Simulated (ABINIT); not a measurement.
# CdF2 (Fm-3m) in ABINIT: a series of runs

Aim: see how the results for CdF2 move with the level of theory and the settings. Levels: PW91, PBE, revPBE, LDA. Tasks: band structure.

All numbers are computed with ABINIT 10.8.3 (patched build); they aren't measurements. Logs are shortened: lines on timing, memory, paths and dates and some standing lists are left out, and cuts for length are marked. The log counts tension as positive stress, the text compression.

### Step 1. The structure

Symmetry: Fm-3m, No. 225, cubic system. The conventional cell has a = 5.388 Å, b = 5.388 Å, c = 5.388 Å, α = 90.00°, β = 90.00°, γ = 90.00°. Around Cd (site symmetry m-3m) lie 8 F at 2.33 Å. F (site symmetry -43m) has 4 Cd at 2.33 Å as nearest neighbours.

### Step 2. Band structure, PW91

run.abi reads:

```
ndtset 2

pp_dirpath "./"
pseudos "Cd.GGA_PBE-JTH.xml, F.GGA_PBE-JTH.xml"

acell 3*1.0 Angstrom
rprim
     0.0000000000     2.6940000000     2.6940000000
     2.6940000000     0.0000000000     2.6940000000
     2.6940000000     2.6940000000     0.0000000000
ntypat 2
znucl 48 9
natom 3
typat 1 2 2
xred
     0.0000000000     0.0000000000     0.0000000000
     0.7500000000     0.7500000000     0.7500000000
     0.2500000000     0.2500000000     0.2500000000

ecut 23.0
pawecutdg 45.0

ixc -109134

occopt 3
tsmear 0.05 eV

nstep 100

iomode 3
prtwf 0
prteig 0
prtebands 0
enunit 1
prtden1 1
prtvha1 1
prtvclmb1 1
prtpot1 1

kptopt1 1
ngkpt1 9 9 9
nshiftk1 1
shiftk1 0.0 0.0 0.0
nband1 17
tolvrs1 1.0e-9

iscf2 -2
getden2 1
nband2 23
nbdbuf2 4
tolwfr2 1.0e-11
kptopt2 -9
ndivsm2 8
prteig2 1
kptbounds2
     0.0000000000     0.0000000000     0.0000000000
     0.5000000000     0.0000000000     0.5000000000
     0.5000000000     0.2500000000     0.7500000000
     0.3750000000     0.3750000000     0.7500000000
     0.0000000000     0.0000000000     0.0000000000
     0.5000000000     0.5000000000     0.5000000000
     0.6250000000     0.2500000000     0.6250000000
     0.5000000000     0.2500000000     0.7500000000
     0.5000000000     0.5000000000     0.5000000000
     0.3750000000     0.3750000000     0.7500000000
```

Potentials or basis: JTH PAW PBE v2.0.

On the command line:

```console
$ abinit run.abi > log 2>&1
```

run.abo:

```text
.Version 10.8.3 of ABINIT
 DATASET    1 : space group Fm -3 m (#225); Bravais cF (face-center cubic)
================================================================================
 Values of the parameters that define the memory need for DATASET  1.
     intxc =       0    ionmov =       0      iscf =      17    lmnmax =      18
     lnmax =       6     mgfft =      32  mpssoang =       3    mqgrid =    3001
     natom =       3  nloc_mem =       2    nspden =       1   nspinor =       1
    nsppol =       1      nsym =      48    n1xccc =       1    ntypat =       2
    occopt =       3   xclevel =       2
       mpw =        1402          nfft =       32768          nkpt =          35
 PAW method is used; the additional fine FFT grid is defined by:
   mgfftf=        45    nfftf =     91125
================================================================================
================================================================================

 DATASET    2 : space group Fm -3 m (#225); Bravais cF (face-center cubic)
================================================================================
 Values of the parameters that define the memory need for DATASET  2.
     intxc =       0    ionmov =       0      iscf =      -2    lmnmax =      18
     lnmax =       6     mgfft =      32  mpssoang =       3    mqgrid =    3001
     natom =       3  nloc_mem =       2    nspden =       1   nspinor =       1
    nsppol =       1      nsym =      48    n1xccc =       1    ntypat =       2
    occopt =       3   xclevel =       2
       mpw =        1407          nfft =       32768          nkpt =         139
 PAW method is used; the additional fine FFT grid is defined by:
   mgfftf=        45    nfftf =     91125
================================================================================
================================================================================

--------------------------------------------------------------------------------
------------- Echo of variables that govern the present computation ------------
--------------------------------------------------------------------------------
 -outvars: echo values of preprocessed input variables --------
            acell      1.8897261259E+00  1.8897261259E+00  1.8897261259E+00 Bohr
              amu      1.12411000E+02  1.89984032E+01
             ecut      2.30000000E+01 Hartree
           enunit           1
           getden1          0
           getden2          1
             iscf1         17
             iscf2         -2
                       outvar_i_n : Printing only first  50 k-points.
              ixc     -109134
           jdtset        1    2
                       outvar_i_n : Printing only first  50 k-points.
           kptopt1          1
           kptopt2         -9
         kptrlatt        9    0    0      0    9    0      0    0    9
          kptrlen1     6.47968608E+01
          kptrlen2     3.00000000E+01
            natom           3
            nband1         17
            nband2         23
           nbdbuf1          0
           nbdbuf2          4
           ndtset           2
           ndivsm1          0
           ndivsm2          8
            ngfft          32      32      32
          ngfftdg          45      45      45
             nkpt1         35
             nkpt2        139
            nstep         100
             nsym          48
           ntypat           2
           occopt           3
        pawecutdg      4.50000000E+01 Hartree
         pawxcdev           0
        prtebands           0
           prteig1          0
           prteig2          1
           prtpot1          1
           prtpot2          0
         prtvclmb1          1
[... 272 lines left out ...]
  2.28E-12  7.50E-12  2.78E-12  3.31E-12  4.28E-12  1.65E-12  2.12E-12  8.98E-12
  7.12E-12  1.95E-12  9.39E-12  4.23E-12  4.18E-12  2.23E-11  3.72E-11
 -7.1807E-01 -6.7760E-01 -1.6060E-01 -1.6060E-01 -1.6060E-01 -1.1621E-01
 -1.1621E-01  9.1271E-03  9.1271E-03  9.1271E-03  2.7408E-02  2.7408E-02
  2.7408E-02  1.5839E-01  5.1143E-01  5.1143E-01  5.1143E-01  6.8969E-01
  7.7036E-01  7.7770E-01  7.7770E-01  9.0605E-01  9.0605E-01
 Non-SCF case, kpt    2 (  0.02174  0.00000  0.02174), residuals and eigenvalues=
  4.28E-12  3.40E-12  2.91E-12  2.83E-12  6.47E-12  7.17E-12  1.70E-12  4.08E-12
  7.07E-12  3.86E-12  6.02E-12  6.37E-12  3.19E-12  4.02E-12  8.13E-12  4.21E-12
[... 1087 lines left out ...]
  8.06E-12  1.25E-12  4.12E-12  8.05E-12  5.78E-12  4.70E-12  4.75E-12  1.49E-12
  6.33E-12  1.51E-12  9.87E-12  4.37E-12  1.48E-12  7.78E-12  7.37E-12
 -6.9767E-01 -6.9457E-01 -1.4460E-01 -1.3096E-01 -1.1911E-01 -1.1878E-01
 -1.1518E-01 -7.9330E-02 -4.5388E-02 -3.7622E-02  7.2309E-03  3.2165E-02
  3.7519E-02  3.3524E-01  4.3986E-01  4.5786E-01  5.7717E-01  5.8059E-01
  7.6470E-01  7.8837E-01  8.1907E-01  8.3500E-01  8.7890E-01
 Non-SCF case, kpt  139 (  0.37500  0.37500  0.75000), residuals and eigenvalues=
  7.86E-12  4.22E-12  6.26E-12  7.42E-12  1.89E-12  7.25E-12  7.76E-12  6.32E-12
  3.46E-12  1.34E-12  1.88E-12  8.04E-13  1.10E-12  9.26E-13  7.27E-13  7.66E-13
  1.71E-12  7.65E-13  9.79E-12  7.52E-12  3.38E-12  5.59E-12  7.90E-12
 -6.9804E-01 -6.9414E-01 -1.4521E-01 -1.3003E-01 -1.1929E-01 -1.1841E-01
 -1.1530E-01 -7.8949E-02 -4.7442E-02 -3.9611E-02  1.0088E-02  3.2355E-02
  3.8047E-02  3.3659E-01  4.4030E-01  4.5560E-01  5.7646E-01  5.7722E-01
  7.6475E-01  7.9736E-01  8.1339E-01  8.3221E-01  8.8052E-01

--- !ResultsGS
iteration_state: {dtset: 2, }
comment   : Summary of ground state results
lattice_vectors:
- [  0.0000000,   5.0909222,   5.0909222, ]
- [  5.0909222,   0.0000000,   5.0909222, ]
- [  5.0909222,   5.0909222,   0.0000000, ]
lattice_lengths: [   7.19965,    7.19965,    7.19965, ]
lattice_angles: [ 60.000,  60.000,  60.000, ] # degrees, (23, 13, 12)
lattice_volume:   2.6388784E+02
convergence: {deltae:  0.000E+00, res2:  0.000E+00, residm:  9.999E-12, diffor:  0.000E+00, }
etotal    :  -9.65324339E+01
entropy   :   0.00000000E+00
fermie    :   9.45485548E-02
cartesian_stress_tensor: null
pressure_GPa: null
xred      :
- [  0.0000E+00,   0.0000E+00,   0.0000E+00, Cd]
- [  7.5000E-01,   7.5000E-01,   7.5000E-01,  F]
- [  2.5000E-01,   2.5000E-01,   2.5000E-01,  F]
cartesian_forces: null
force_length_stats: {min: null, max: null, mean: null, }
...

 Integrated electronic density in atomic spheres:
 ------------------------------------------------
 Atom  Sphere_radius  Integrated_density
    1        2.50234         10.27103034
    2        1.40289          5.66626638
    3        1.40289          5.66626638

================================================================================

 ----iterations are completed or convergence reached----

 Mean square residual over all n,k,spin=   44.178E-13; max=  99.987E-13
 reduced coordinates (array xred) for    3 atoms
       0.000000000000      0.000000000000      0.000000000000
       0.750000000000      0.750000000000      0.750000000000
       0.250000000000      0.250000000000      0.250000000000

 cartesian coordinates (angstrom) at end:
    1      0.00000000000000     0.00000000000000     0.00000000000000
    2      4.04100000000000     4.04100000000000     4.04100000000000
    3      1.34700000000000     1.34700000000000     1.34700000000000
 length scales=  1.889726125908  1.889726125908  1.889726125908 bohr
              =  1.000000000000  1.000000000000  1.000000000000 angstroms
 Eigenvalues (   eV  ) for nkpt= 139  k points:
 kpt#   1, nband= 23, wtk=  1.00000, kpt=  0.0000  0.0000  0.0000 (reduced coord)
 -19.53971  -18.43838   -4.37016   -4.37016   -4.37016   -3.16234   -3.16234    0.24836
   0.24836    0.24836    0.74580    0.74580    0.74580    4.30989   13.91670   13.91670
  13.91670   18.76746   20.96254   21.16223   21.16223   24.65490   24.65490
 kpt#   2, nband= 23, wtk=  1.00000, kpt=  0.0217  0.0000  0.0217 (reduced coord)
 -19.53762  -18.44017   -4.36753   -4.36753   -4.36360   -3.16460   -3.16180    0.22730
   0.24173    0.24173    0.74574    0.74627    0.74627    4.33542   13.88227   13.92536
  13.92536   18.81696   20.96377   21.11860   21.16567   24.64078   24.66227
 kpt#   3, nband= 23, wtk=  1.00000, kpt=  0.0435  0.0000  0.0435 (reduced coord)
 -19.53153  -18.44548   -4.35967   -4.35967   -4.34404   -3.17151   -3.16022    0.16580
   0.22159    0.22159    0.74557    0.74798    0.74798    4.41013   13.78379   13.95110
  13.95110   18.95725   20.93949   21.02443   21.17599   24.56672   24.68458
 kpt#   4, nband= 23, wtk=  1.00000, kpt=  0.0652  0.0000  0.0652 (reduced coord)
 -19.52143  -18.45424   -4.34656   -4.34656   -4.31179   -3.18323   -3.15758    0.06918
   0.18751    0.18751    0.74523    0.75176    0.75176    4.52931   13.63353   13.99324
  13.99324   19.16255   20.77315   21.02429   21.19319   24.46292   24.72238
 kpt#   5, nband= 23, wtk=  1.00000, kpt=  0.0870  0.0000  0.0870 (reduced coord)
[... 525 lines left out ...]
  -1.10500   -0.93020    0.04326    0.85927    0.98682    8.99209   11.60046   13.02251
  15.72883   16.07164   20.80418   20.94310   22.63158   22.96959   23.74476
 kpt# 137, nband= 23, wtk=  1.00000, kpt=  0.3929  0.3929  0.7143 (reduced coord)
 -18.97700  -18.91052   -3.92036   -3.60266   -3.25255   -3.23132   -3.10977   -2.16043
  -1.17218   -0.97304    0.11908    0.86814    1.00460    9.06433   11.79405   12.71796
  15.71958   15.91958   20.80673   21.19582   22.45481   22.83430   23.84717
 kpt# 138, nband= 23, wtk=  1.00000, kpt=  0.3839  0.3839  0.7321 (reduced coord)
 -18.98467  -18.90019   -3.93466   -3.56355   -3.24116   -3.23215   -3.13423   -2.15869
  -1.23508   -1.02374    0.19676    0.87525    1.02094    9.12242   11.96926   12.45912
  15.70564   15.79862   20.80855   21.45260   22.28796   22.72160   23.91620
 kpt# 139, nband= 23, wtk=  1.00000, kpt=  0.3750  0.3750  0.7500 (reduced coord)
 -18.99452  -18.88844   -3.95125   -3.53834   -3.24615   -3.22210   -3.13742   -2.14831
  -1.29095   -1.07788    0.27452    0.88042    1.03532    9.15911   11.98111   12.39756
  15.68640   15.70694   20.80988   21.69738   22.13347   22.64569   23.96027

== END DATASET(S) ==============================================================
================================================================================

 -outvars: echo values of variables after computation  --------
            acell      1.8897261259E+00  1.8897261259E+00  1.8897261259E+00 Bohr
           etotal1    -9.6532433906E+01
            fcart1     3.4434316038E-31 -4.1321179246E-31  2.7547452831E-31
                       1.3773726415E-31  2.0660589623E-31  6.8868632077E-32
                      -4.8208042454E-31  2.0660589623E-31 -3.4434316038E-31
            rprim      0.0000000000E+00  2.6940000000E+00  2.6940000000E+00
                       2.6940000000E+00  0.0000000000E+00  2.6940000000E+00
                       2.6940000000E+00  2.6940000000E+00  0.0000000000E+00
           strten1    -1.4731969805E-04 -1.4731969805E-04 -1.4731969805E-04
                       0.0000000000E+00  0.0000000000E+00  0.0000000000E+00
           xangst      0.0000000000E+00  0.0000000000E+00  0.0000000000E+00
                       4.0410000000E+00  4.0410000000E+00  4.0410000000E+00
                       1.3470000000E+00  1.3470000000E+00  1.3470000000E+00
             xred      0.0000000000E+00  0.0000000000E+00  0.0000000000E+00
                       7.5000000000E-01  7.5000000000E-01  7.5000000000E-01
                       2.5000000000E-01  2.5000000000E-01  2.5000000000E-01
 Calculation completed.
```

It took 2.2 min on 1 thread of Arm Neoverse V1, shared host; peak memory 0.18 GiB.

What came out:

```yaml
Free_energy: -2626.7813 eV
Pressure: 4.3 GPa
Band_gap_on_the_k_mesh: 3.11 eV, indirect (least direct gap 3.56 eV)
Band_gap_along_the_path: 3.08 eV, indirect (least direct gap 3.56 eV)
Valence_electrons_inside_the_program's_atomic_spheres: Cd 10.27; F 5.67
```

Levels at the corners of the path, in eV from the valence-band top:
```csv
point,band 10,band 11,band 12,band 13,band 14,band 15,band 16,band 17
Γ,-0.98,-0.49,-0.49,-0.49,3.08,12.68,12.68,12.68
X,-2.96,-0.52,-0.09,-0.09,7.97,9.66,11.99,14.26
W,-1.53,-1.53,-0.61,0.00,8.03,11.55,11.69,11.69
K,-2.31,-0.96,-0.35,-0.20,7.93,10.75,11.16,14.45
Γ,-0.98,-0.49,-0.49,-0.49,3.08,12.68,12.68,12.68
L,-1.85,-1.85,-0.39,-0.39,7.15,9.17,14.47,14.47
U,-2.31,-0.96,-0.35,-0.20,7.93,10.75,11.16,14.45
W,-1.53,-1.53,-0.61,0.00,8.03,11.55,11.69,11.69
L,-1.85,-1.85,-0.39,-0.39,7.15,9.17,14.47,14.47
K,-2.31,-0.96,-0.35,-0.20,7.93,10.75,11.16,14.45
```

Caveat: the PAW data sets were made with another functional, which shifts forces and pressure a little. PW91 gaps usually lie below the measured ones, often by a third to a half.

### Step 3. Band structure, PBE

Changes to run.abi since step 2:

```diff
@@ -1,3 +1,5 @@
+# Datasets: ground state, then fixed potential
 ndtset 2
 
+# Pseudopotentials
 pp_dirpath "./"
@@ -5,7 +7,8 @@
 
-acell 3*1.0 Angstrom
+# Structure
+acell 3.809891337 3.809891337 3.809891337 Angstrom
 rprim
-     0.0000000000     2.6940000000     2.6940000000
-     2.6940000000     0.0000000000     2.6940000000
-     2.6940000000     2.6940000000     0.0000000000
+     0.0000000000     0.7071067812     0.7071067812
+     0.7071067812     0.0000000000     0.7071067812
+     0.7071067812     0.7071067812     0.0000000000
 ntypat 2
@@ -19,2 +22,3 @@
 
+# Plane-wave basis
 ecut 23.0
@@ -22,4 +26,6 @@
 
-ixc -109134
+# Exchange and correlation
+ixc 11
 
+# Bands and occupations
 occopt 3
@@ -27,4 +33,6 @@
 
+# SCF cycle
 nstep 100
 
+# Output
 iomode 3
@@ -39,2 +47,3 @@
 
+# Dataset 1
 kptopt1 1
@@ -46,2 +55,3 @@
 
+# Dataset 2: bands along G-X-W-K-G-L-U-W-L-K
 iscf2 -2
@@ -52,4 +62,5 @@
 kptopt2 -9
-ndivsm2 8
+ndivsm2 6
 prteig2 1
+prtvol2 -3
 kptbounds2
```

Potentials or basis: JTH PAW PBE v2.0.

On the command line:

```console
$ abinit run.abi > log 2>&1
```

Run time: 1.8 min. Hardware: 1 thread of Arm Neoverse V1, shared host; peak memory 0.16 GiB.

The run converged. Its results:

| Item | Value |
| --- | --- |
| Free energy | -2623.3127 eV |
| Pressure | 5.1 GPa |
| Band gap on the k mesh | 3.10 eV, indirect (least direct gap 3.56 eV) |
| Band gap along the path | 3.07 eV, indirect (least direct gap 3.56 eV) |
| Valence electrons inside the program's atomic spheres | Cd 10.27; F 5.66 |

Levels at the corners of the path, in eV from the valence-band top:
```
point  band 11  band 12  band 13  band 14  band 15  band 16
    Γ    -0.49    -0.49    -0.49     3.07    12.68    12.68
    X    -0.52    -0.09    -0.09     8.00     9.66    11.94
    W    -1.53    -0.61     0.00     8.06    11.51    11.68
    K    -0.96    -0.35    -0.20     7.95    10.74    11.13
    Γ    -0.49    -0.49    -0.49     3.07    12.68    12.68
    L    -1.85    -0.39    -0.39     7.17     9.15    14.49
    U    -0.96    -0.35    -0.20     7.95    10.74    11.13
    W    -1.53    -0.61     0.00     8.06    11.51    11.68
    L    -1.85    -0.39    -0.39     7.17     9.15    14.49
    K    -0.96    -0.35    -0.20     7.95    10.74    11.13
```

A hybrid or GW would open this gap; PBE tends to underestimate it.

(Continued in part 2 of 2.)
